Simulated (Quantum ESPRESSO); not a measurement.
# CO2 (I-42d) in Quantum ESPRESSO: reference runs

Aim: a first look at CO2 with PBEsol, on the cell as given.

Program: Quantum ESPRESSO 7.5. These are calculated values, not measurements. Logs are shortened: lines on timing, memory, paths and dates and some standing lists are left out, and cuts for length are marked.

**1. The crystal as given**

It takes space group I-42d (No. 122, tetragonal). The conventional cell has a = 3.949 Å, b = 3.949 Å, c = 6.028 Å, α = 90.00°, β = 90.00°, γ = 90.00°. Around O (site symmetry 2) lie 2 C at 1.40 Å. C (site symmetry -4) has 4 O at 1.40 Å as nearest neighbours.

The cell comes from a database or a generator and needn't be the stable form of this composition.

**2. Single point, PBEsol**

Input file pw.in:

```
&CONTROL
  calculation = 'scf'
  prefix = 'pwscf'
  outdir = './tmp'
  pseudo_dir = './pseudo'
  tprnfor = .true.
  tstress = .true.
  disk_io = 'low'
/
&SYSTEM
  ibrav = 0
  celldm(1) = 8
  nat = 6
  ntyp = 2
  ecutwfc = 45
  ecutrho = 360
  nbnd = 24
  occupations = 'smearing'
  smearing = 'fd'
  degauss = 0.00367493
/
&ELECTRONS
  conv_thr = 1.2d-09
  electron_maxstep = 120
  mixing_beta = 0.5
/
ATOMIC_SPECIES
O     15.9990 o_pbesol_v1.2.uspp.F.UPF
C     12.0110 c_pbesol_v1.2.uspp.F.UPF
CELL_PARAMETERS alat
 -0.4664616501130   0.4664616501130   0.7119680179672
  0.4664616501130  -0.4664616501130   0.7119680179672
  0.4664616501130   0.4664616501130  -0.7119680179672
ATOMIC_POSITIONS crystal
O      0.8750000000    0.9597980000    0.5847980000
O      0.3750000000    0.2902020000    0.4152020000
O      0.0402020000    0.6250000000    0.9152020000
O      0.7097980000    0.1250000000    0.0847980000
C      0.0000000000    0.0000000000    0.0000000000
C      0.7500000000    0.2500000000    0.5000000000
K_POINTS automatic
9 9 9 0 0 0
```

Input file pp_density.in:

```
&INPUTPP
  prefix = 'pwscf'
  outdir = './tmp'
  filplot = 'density.dat'
  plot_num = 0
/
&PLOT
  nfile = 1
  filepp(1) = 'density.dat'
  iflag = 3
  output_format = 6
  fileout = 'density.cube'
/
```

Input file pp_potential.in:

```
&INPUTPP
  prefix = 'pwscf'
  outdir = './tmp'
  filplot = 'potential.dat'
  plot_num = 11
/
&PLOT
  nfile = 1
  filepp(1) = 'potential.dat'
  iflag = 3
  output_format = 6
  fileout = 'potential.cube'
/
```

Potentials or basis: GBRV 1.5 PBEsol.

Launch:

```sh
$ OMP_NUM_THREADS=1 mpirun -n 2 pw.x -nk 2 -in pw.in > pw.out
$ OMP_NUM_THREADS=1 mpirun -n 1 pp.x -in pp_density.in > pp_density.out
$ OMP_NUM_THREADS=1 mpirun -n 1 pp.x -in pp_potential.in > pp_potential.out
```

pw.out:

```text
This program is part of the open-source Quantum ESPRESSO suite
     for quantum simulation of materials; please cite
         "P. Giannozzi et al., J. Phys.:Condens. Matter 21 395502 (2009);
         "P. Giannozzi et al., J. Phys.:Condens. Matter 29 465901 (2017);
         "P. Giannozzi et al., J. Chem. Phys. 152 154105 (2020);
     in publications or presentations arising from this work. More details at

     Message from routine setup:
     using ibrav=0 with symmetry is DISCOURAGED, use correct ibrav instead

     K-points division:     npool     =       2
     Subspace diagonalization in iterative solution of the eigenvalue problem:
     a serial algorithm will be used

     G-vector sticks info
     --------------------
     sticks:   dense  smooth     PW     G-vecs:    dense   smooth      PW
     Sum        1721     863    277                36619    12897    2293

     Using Slab Decomposition

     bravais-lattice index     =            0
     lattice parameter (alat)  =       8.0000  a.u.
     unit-cell volume          =     317.2651 (a.u.)^3
     number of atoms/cell      =            6
     number of atomic types    =            2
     number of electrons       =        32.00
     number of Kohn-Sham states=           24
     kinetic-energy cutoff     =      45.0000  Ry
     charge density cutoff     =     360.0000  Ry
     scf convergence threshold =      1.2E-09
     mixing beta               =       0.5000
     number of iterations used =            8  plain     mixing
     Exchange-correlation= SLA  PW   PSX  PSC
                           (   1   4  10   8   0   0   0)

     celldm(1)=   8.000000  celldm(2)=   0.000000  celldm(3)=   0.000000
     celldm(4)=   0.000000  celldm(5)=   0.000000  celldm(6)=   0.000000

     crystal axes: (cart. coord. in units of alat)
               a(1) = (  -0.466462   0.466462   0.711968 )
               a(2) = (   0.466462  -0.466462   0.711968 )
               a(3) = (   0.466462   0.466462  -0.711968 )

     reciprocal axes: (cart. coord. in units 2 pi/alat)
               b(1) = (  0.000000  1.071899  0.702279 )
               b(2) = (  1.071899  0.000000  0.702279 )
               b(3) = (  1.071899  1.071899  0.000000 )

     PseudoPot. # 1 for O  read from file:
     o_pbesol_v1.2.uspp.F.UPF
     Pseudo is Ultrasoft + core correction, Zval =  6.0
     Generated by new atomic code, or converted to UPF format
     Using radial grid of  737 points,  5 beta functions with:
                l(1) =   0
                l(2) =   0
                l(3) =   1
                l(4) =   1
                l(5) =   2
     Q(r) pseudized with  8 coefficients,  rinner =    0.900   0.900   0.900
                                                       0.900   0.900

     PseudoPot. # 2 for C  read from file:
     c_pbesol_v1.2.uspp.F.UPF
     Pseudo is Ultrasoft + core correction, Zval =  4.0
     Generated by new atomic code, or converted to UPF format
     Using radial grid of  721 points,  4 beta functions with:
                l(1) =   0
                l(2) =   0
                l(3) =   1
                l(4) =   1
     Q(r) pseudized with  8 coefficients,  rinner =    1.100   1.100   1.100

     atomic species   valence    mass     pseudopotential
     O                 6.00    15.99900     O ( 1.00)
     C                 4.00    12.01100     C ( 1.00)

      8 Sym. Ops. (no inversion) found ( 4 have fractional translation)

   Cartesian axes

     site n.     atom                  positions (alat units)
         1        O      tau(   1) = (   0.3123409   0.2332308   0.8899600  )
         2        O      tau(   2) = (   0.1541208   0.2332308   0.1779920  )
         3        O      tau(   3) = (   0.6996925   0.1541208  -0.1779920  )
         4        O      tau(   4) = (  -0.2332308   0.3123409   0.5339760  )
         5        C      tau(   5) = (   0.0000000   0.0000000   0.0000000  )
         6        C      tau(   6) = (   0.0000000   0.4664617   0.3559840  )

     number of k points=    75  Fermi-Dirac smearing, width (Ry)=  0.0037
                       cart. coord. in units 2pi/alat
        k(    1) = (   0.0000000   0.0000000   0.0000000), wk =   0.0027435
        k(    2) = (   0.1190999   0.1190999   0.0000000), wk =   0.0109739
        k(    3) = (   0.2381999   0.2381999   0.0000000), wk =   0.0109739
        k(    4) = (   0.3572998   0.3572998   0.0000000), wk =   0.0109739
        k(    5) = (   0.4763998   0.4763998   0.0000000), wk =   0.0109739
        k(    6) = (   0.1190999   0.0000000   0.0780310), wk =   0.0219479
[... 67 lines left out ...]
        k(   74) = (   0.0000000   0.0000000   0.6242478), wk =   0.0054870
        k(   75) = (  -0.0000000   0.9527995  -0.0000000), wk =   0.0109739

     Dense  grid:    36619 G-vectors     FFT dimensions: (  48,  48,  48)

     Smooth grid:    12897 G-vectors     FFT dimensions: (  36,  36,  36)

     Check: negative core charge=   -0.000002

     Initial potential from superposition of free atoms

     starting charge      31.9999, renormalised to      32.0000
     Starting wfcs are   24 randomized atomic wfcs

     Self-consistent Calculation

     iteration #  1     ecut=    45.00 Ry     beta= 0.50
     Davidson diagonalization with overlap
     ethr =  1.00E-02,  avg # of iterations =  3.8

     total energy              =    -151.53223400 Ry
     estimated scf accuracy    <       0.69362319 Ry

     iteration #  2     ecut=    45.00 Ry     beta= 0.50
     Davidson diagonalization with overlap
     ethr =  2.17E-03,  avg # of iterations =  2.0
[... 43 lines left out ...]
     total energy              =    -151.71901026 Ry
     estimated scf accuracy    <          5.8E-09 Ry

     iteration #  9     ecut=    45.00 Ry     beta= 0.50
     Davidson diagonalization with overlap
     ethr =  1.81E-11,  avg # of iterations =  2.0

     End of self-consistent calculation

          k = 0.0000 0.0000 0.0000 (  1589 PWs)   bands (ev):

   -18.9596 -13.8540 -13.8540 -13.2333  -9.6225  -4.7255  -4.7255  -3.4793
     0.4514   1.3113   2.4413   3.7449   3.7449   4.0482   4.0482   4.4556
    12.5059  14.0114  14.0953  14.0953  17.1768  17.3317  18.3227  19.8407

          k = 0.1191 0.1191 0.0000 (  1611 PWs)   bands (ev):

   -18.8509 -14.1561 -13.8821 -13.2958  -9.3199  -4.8929  -4.5656  -3.3323
     0.3215   1.5177   2.5307   3.5676   3.8399   3.8710   3.9748   4.3426
    12.6253  14.0741  14.2311  14.3060  17.1511  17.2547  18.1898  19.8511
[... 151 lines left out ...]
          k = 0.4764 0.4764 0.1561 (  1633 PWs)   bands (ev):

   -17.3216 -16.5853 -13.9933 -13.8791  -6.8951  -6.2055  -3.1836  -2.9141
     0.2398   0.6243   2.4033   2.4465   4.0880   4.1832   4.3859   4.4540
    13.5638  13.8489  14.5863  14.6749  16.7589  17.0986  19.0994  19.3801

          k =-0.0000-0.0000 0.1561 (  1604 PWs)   bands (ev):

   -18.8552 -13.8867 -13.8867 -13.6607  -9.1663  -4.5965  -4.5965  -3.6181
     0.5391   1.4315   2.2913   3.5723   3.5723   4.1323   4.1323   4.1588
    12.8083  14.0792  14.0792  14.2880  16.6753  17.8013  18.2091  19.7433

          k = 0.3573 0.2382 0.2341 (  1620 PWs)   bands (ev):

   -18.1133 -15.5787 -14.0277 -13.6401  -7.8918  -5.2426  -3.7925  -3.0637
     0.3247   1.0909   2.4210   2.6942   3.5262   3.9575   4.2838   4.5355
    13.1543  13.9126  14.6289  14.9760  16.8630  17.5530  18.3919  19.4208
[... 25 lines left out ...]
          k = 0.5955 0.3573 0.3121 (  1628 PWs)   bands (ev):

   -17.4869 -16.3989 -14.0642 -13.8069  -7.1251  -5.6971  -3.3864  -3.1134
     0.3161   0.6816   2.1894   2.8482   3.8406   4.0098   4.3673   4.5467
    13.5061  13.8941  14.2806  14.7300  17.0499  17.5791  19.0164  19.2089

          k =-0.0000-0.2382 0.3121 (  1616 PWs)   bands (ev):

   -18.3712 -15.1086 -13.9717 -13.7438  -8.0791  -4.5529  -4.1525  -3.5357
     0.7220   1.6715   1.9540   2.3297   3.0858   4.0796   4.3314   4.5298
    13.3482  13.9553  14.1922  15.1371  16.6305  17.8135  18.2561  19.2761

          k = 0.1191-0.1191 0.3121 (  1604 PWs)   bands (ev):

   -18.4534 -14.8779 -13.9930 -13.8086  -8.1128  -4.5410  -4.1417  -3.6834
     0.7397   1.6496   2.0160   2.5032   3.1703   3.9032   4.3779   4.4133
    13.4621  13.8525  14.1864  15.0241  16.4730  17.8067  18.2924  19.4438
[... 109 lines left out ...]
          k = 0.0000 0.0000 0.3121 (  1612 PWs)   bands (ev):

   -18.5455 -14.5679 -13.9672 -13.9672  -8.1823  -4.2524  -4.2524  -3.9856
     0.7816   1.6885   1.9631   3.1039   3.1039   3.4301   4.3758   4.3758
    13.5736  14.0070  14.0070  14.8807  16.2543  17.8625  18.3058  19.4934

          k =-0.0000-0.1191 0.3902 (  1603 PWs)   bands (ev):

   -18.2761 -15.1795 -14.0130 -13.9649  -7.6290  -4.3840  -4.0263  -3.8375
     0.9410   1.7356   1.8229   2.3344   2.8613   3.5000   4.5170   4.5486
    13.7344  13.9057  14.1797  15.1917  16.3119  17.6167  18.5919  19.2795

          k = 0.0000-0.2382 0.4682 (  1604 PWs)   bands (ev):

   -17.9251 -15.7997 -14.0595 -13.9441  -7.1875  -4.6191  -3.8783  -3.4963
     1.0847   1.1846   1.6502   2.0905   2.8168   3.7675   4.6174   4.6710
    13.4115  13.8812  14.5730  15.3967  16.6645  17.4254  18.7734  19.1852
[... 49 lines left out ...]
          k = 0.2382 0.7146-0.0000 (  1611 PWs)   bands (ev):

   -17.2385 -16.6524 -14.0932 -13.9834  -6.4533  -5.7372  -3.3761  -3.0626
     0.3319   0.7136   1.9520   2.0648   3.6284   4.0419   4.5543   4.6635
    13.2816  13.7949  14.9396  15.2140  16.6616  17.0391  19.1596  19.4975

          k =-0.0000-0.0000 0.4682 (  1628 PWs)   bands (ev):

   -18.0407 -15.5705 -14.0555 -14.0555  -7.0837  -4.5136  -3.8200  -3.8200
     1.1098   1.7095   1.8764   2.5328   2.5328   2.5869   4.6805   4.6805
    13.8609  13.8609  14.4959  15.3417  16.1322  17.2763  19.2275  19.2277

          k = 0.0000-0.1191 0.5462 (  1617 PWs)   bands (ev):

   -17.6958 -16.0929 -14.0990 -14.0652  -6.5846  -4.8560  -3.6727  -3.5475
     1.2361   1.4645   1.7269   1.9045   2.4952   2.9328   4.7732   4.8102
    13.6275  13.7931  14.9134  15.5151  16.2633  17.0206  19.0365  19.1041
[... 31 lines left out ...]
          k =-0.0000 0.9528-0.0000 (  1624 PWs)   bands (ev):

   -17.0169 -16.8923 -14.1355 -14.0959  -5.7540  -5.5045  -3.5151  -3.3858
     1.1689   1.4497   1.6722   1.8680   2.3465   2.6678   4.8735   4.9243
    13.5283  13.7351  15.4501  15.5781  16.3397  16.4905  18.9726  19.0640

     the Fermi energy is    10.3984 ev

!    total energy              =    -151.71901026 Ry
     estimated scf accuracy    <          4.6E-10 Ry
     smearing contrib. (-TS)   =       0.00000000 Ry
     internal energy E=F+TS    =    -151.71901026 Ry

     The total energy is F=E-TS. E is the sum of the following terms:
     one-electron contribution =     -49.10005728 Ry
     hartree contribution      =      43.09926654 Ry
     xc contribution           =     -36.02078368 Ry
     ewald contribution        =    -109.69743584 Ry

     convergence has been achieved in   9 iterations

     Forces acting on atoms (cartesian axes, Ry/au):

     atom    1 type  1   force =     0.00486229   -0.00000000   -0.00000000
     atom    2 type  1   force =    -0.00486229    0.00000000   -0.00000000
     atom    3 type  1   force =    -0.00000000   -0.00486229   -0.00000000
     atom    4 type  1   force =    -0.00000000    0.00486229    0.00000000
     atom    5 type  2   force =     0.00000000    0.00000000   -0.00000000
     atom    6 type  2   force =    -0.00000000   -0.00000000   -0.00000000

     Total force =     0.009725     Total SCF correction =     0.000062

     Computing stress (Cartesian axis) and pressure

          total   stress  (Ry/bohr**3)                   (kbar)     P=      -54.68
  -0.00033511  -0.00000000   0.00000000          -49.30       -0.00        0.00
  -0.00000000  -0.00033511   0.00000000           -0.00      -49.30        0.00
   0.00000000   0.00000000  -0.00044486            0.00        0.00      -65.44

=------------------------------------------------------------------------------=
   JOB DONE.
=------------------------------------------------------------------------------=
```

Run time: 55 s. Hardware: 2 MPI ranks of Arm Neoverse N1, shared host; peak memory 0.22 GiB.

Results:

```
Free energy            : -2064.2423 eV
Pressure               : -5.5 GPa
Largest force          : 0.125 eV/Å
Band gap on the k mesh : 7.58 eV, indirect (least direct gap 8.05 eV)
```

Forces on the atoms (eV/Å):
```
O    0.125  0.000  0.000
O   -0.125  0.000  0.000
O    0.000 -0.125  0.000
O    0.000  0.125  0.000
C    0.000  0.000  0.000
C    0.000  0.000  0.000
```

Stress tensor (GPa, compression positive):
```
-4.93  0.00  0.00
 0.00 -4.93  0.00
 0.00  0.00 -6.54
```

Levels at points of the mesh, in eV from the valence-band top:
| k point | band 13 | band 14 | band 15 | band 16 | band 17 | band 18 | band 19 | band 20 |
| --- | --- | --- | --- | --- | --- | --- | --- | --- |
| (0.00, 0.00, 0.00) | -1.18 | -0.88 | -0.88 | -0.47 | 7.58 | 9.09 | 9.17 | 9.17 |

Caveat: an odd mesh through Γ misses points on the zone boundary, where band edges often lie.
